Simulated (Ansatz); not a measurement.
An Ansatz run on a 3-atom cell of ZrO₂ built on the cubic fluorite structure (relaxed group Fm-3m) left the output below. Cell and atoms come from a relaxation with PBEsol.

Structure:
```cif
data_structure
_symmetry_space_group_name_H-M 'P 1'
_symmetry_Int_Tables_number 1
_cell_length_a 3.5809
_cell_length_b 3.5809
_cell_length_c 3.5809
_cell_angle_alpha 60.000
_cell_angle_beta 60.000
_cell_angle_gamma 60.000
_cell_volume 32.47
loop_
_atom_site_label
_atom_site_type_symbol
_atom_site_fract_x
_atom_site_fract_y
_atom_site_fract_z
_atom_site_occupancy
Zr1 Zr 0.00000 0.00000 0.00000 1
O1 O 0.75000 0.75000 0.75000 1
O2 O 0.25000 0.25000 0.25000 1
```

Main lines of the log:
```
Crystal: 3 atoms, lattice volume = 32.467 Å³
Basis set: ecut = 420 eV, 609 PW (Γ)
Bands: 16, of which v1, the nominal top of the filled ones, is band 12 counted from 1 (11 counted from 0)
Symmetry: 48 space group operations
k-points: 46 of 216 (irreducible under 4 space group operations, time reversal used)
preconditioner: auto → none  [insulator: Δε(μ)=3.126 eV  ℏωp=30.6 eV]
SCF converged after 7 iterations
Free energy (F): -5255.627991 eV
Fermi energy:    12.265477 eV
--- Per-component energies (eV) ---
  E_band       = -57.489813
  E_kinetic    = 687.232009
  E_local      = -1126.387892
  E_nonlocal   = 173.427698
  E_hartree    = 370.224152
  E_xc         = -308.979791
  E_vxc        = -381.056645
  E_paw        = -3203.481223
  E_vpaw       = -151.158166
  E_ewald      = -1847.904274
  E_core_change = 0.236296
--- Phonons (Γ-DFPT): 2 representative perturbations + reference, on 46 of 216 k-points ---
  Γ frequencies (cm⁻¹): 0.00 0.00 0.00 246.21 246.21 246.21 565.65 565.65 565.65
  ε∞ (high-frequency dielectric tensor):
        5.848026     0.000000     0.000000
        0.000000     5.848026     0.000000
        0.000000     0.000000     5.848026
  ε⁰ (static dielectric tensor: ions relaxed, cell fixed):
       40.665237     0.000000     0.000000
        0.000000    40.665237     0.000000
        0.000000     0.000000    40.665237
  ε⁰ − ε∞ (ionic part):
       34.817211     0.000000     0.000000
        0.000000    34.817211     0.000000
        0.000000     0.000000    34.817211
  Born effective charges Z* (e; rows j = field, columns β = displacement):
    site 0:
         5.74364    0.00000    0.00000
         0.00000    5.74364    0.00000
         0.00000    0.00000    5.74364
    site 1:
        -2.87182    0.00000    0.00000
         0.00000   -2.87182    0.00000
         0.00000    0.00000   -2.87182
    site 2:
        -2.87182    0.00000    0.00000
         0.00000   -2.87182    0.00000
         0.00000    0.00000   -2.87182
  ε∞ is read to err by 1.7e-2, Z* by 2.3e-2 e
  optical modes at Γ without the LO–TO term, one row a degenerate level:
      ω (cm⁻¹)  modes    IR ((D/Å)²/amu)
        246.21      3            96.3864
        565.65      3             0.0000
  optical modes at Γ + LO–TO along q̂ = [1.0000, 0.0000, 0.0000]:
      ω (cm⁻¹)  modes    IR ((D/Å)²/amu)
        246.21      2            64.2576
        565.65      3             0.0000
        649.25      1            32.1288
  optical modes at Γ + LO–TO along q̂ = [0.0000, 1.0000, 0.0000]: as above
  optical modes at Γ + LO–TO along q̂ = [0.0000, 0.0000, 1.0000]: as above
```

Question: Which of these blocks stood in the input: relax, gw, phonons, dielectric, magnetization (spin_orbit)?

Answer: phonons. Frequencies at Γ with ε∞ and Born charges come from phonons by dfpt with dielectric on.

Question: Which k mesh was typed?

Answer: 6×6×6, Γ-centred.

Question: How were the bands filled?

Answer: Fixed occupations.

Question: Which functional?

Answer: PBEsol. There is no exchange loop, so no exact exchange. The lines shown narrow the functional down without fixing it; this is the one that was run.

Command: `ansatz run input.yaml --threads 2 --pin off --max-ram 29491MiB --backend cpu --events-out ev --progress --plain --runs-dir out`. It took 12 s on 2 threads of AMD EPYC 7R13 Processor (Zen 3), on a shared host; peak host memory 0.56 GiB.

The structure was generated, not taken from experiment, and needn't be the ground state; spin polarisation is off.
